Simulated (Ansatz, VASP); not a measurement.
# As in VASP and in Ansatz

Contents of INCAR:

```
SYSTEM = As
PREC = Accurate ; ENCUT = 520
EDIFF = 1E-7 ; ISMEAR = -1
SIGMA = 0.1 ; LREAL = .False.
LASPH = .True. ; NELM = 80
ALGO = Normal ; ISIF = 2
LWAVE = .False. ; LCHARG = .False.
GGA = PE ; NBANDS = 14
```

Contents of KPOINTS:

```
regular mesh
0
Gamma
  8 8 10
  0 0 0
```

File POSCAR:

```
As
1.0
    3.6603706098      0.0000000000      0.0000000000
   -1.8301853049      3.1699739354      0.0000000000
    0.0000000000      0.0000000000      2.1440152472
As
3
Direct
    0.0000000000      0.0000000000      0.0000000000
    0.3333333333      0.6666666667      0.5000000000
    0.6666666667      0.3333333333      0.5000000000
```

Input for Ansatz:

```yaml
crystal:
  lattice:
    - [3.6603706098, 0.0, 0.0]
    - [-1.8301853049, 3.1699739354, 0.0]
    - [0.0, 0.0, 2.1440152472]
  atoms:
    - { symbol: As, position: [0.0, 0.0, 0.0] }
    - { symbol: As, position: [0.3333333333, 0.6666666667, 0.5] }
    - { symbol: As, position: [0.6666666667, 0.3333333333, 0.5] }
kpoints:
  mp_grid: { grid: [8, 8, 10] }
  band_path:
    path:
      - [0.0, 0.0, 0.0]
      - [0.5, 0.0, 0.0]
      - [0.3333333333, 0.3333333333, 0.0]
      - [0.0, 0.0, 0.0]
      - [0.0, 0.0, 0.5]
      - [0.5, 0.0, 0.5]
      - [0.3333333333, 0.3333333333, 0.5]
      - [0.0, 0.0, 0.5]
      - [0.5, 0.0, 0.5]
    npoints: 8
scf:
  occupations: { method: fermi_dirac, width: 0.1 }
hamiltonian:
  xc: pbe
  pseudopotentials: { kind: paw }
output:
  forces: true
  stress: true
  eigenvalues: true
  populations: true
  dos: { projected: true, de: 0.2, e_range: [-14, 8] }
```

Change from the starting cell: volume scaled by 0.43, PAW files.

Alike in both runs: task single point; functional PBE; k mesh 8 × 8 × 10; occupations fermi-dirac, width 0.1 eV; no spin polarisation.

```csv
,VASP,Ansatz
version,VASP 6.6.1,Ansatz 0.2.0
potentials or method,"VASP PAW PBE potentials, release 64 (As)","PAW with Ansatz's default frozen-core files, scalar-relativistic"
plane-wave cutoff (eV),520,420
valence electrons in the cell,15,45
```

```csv
,VASP,Ansatz,Ansatz less VASP
pressure (GPa),436.4,417.3,-19.15
largest component of the traceless stress (GPa),0.75,0.11,-0.643
```

The functional is the same, so the differences come from potentials, cutoffs and numerics. The two sets of potentials don't hold the same shells in valence.

Caveats: the cell as given lies far from equilibrium; so large a pressure means that the cell lies far from this level's equilibrium, or that cutoff or potentials fall short (VASP).
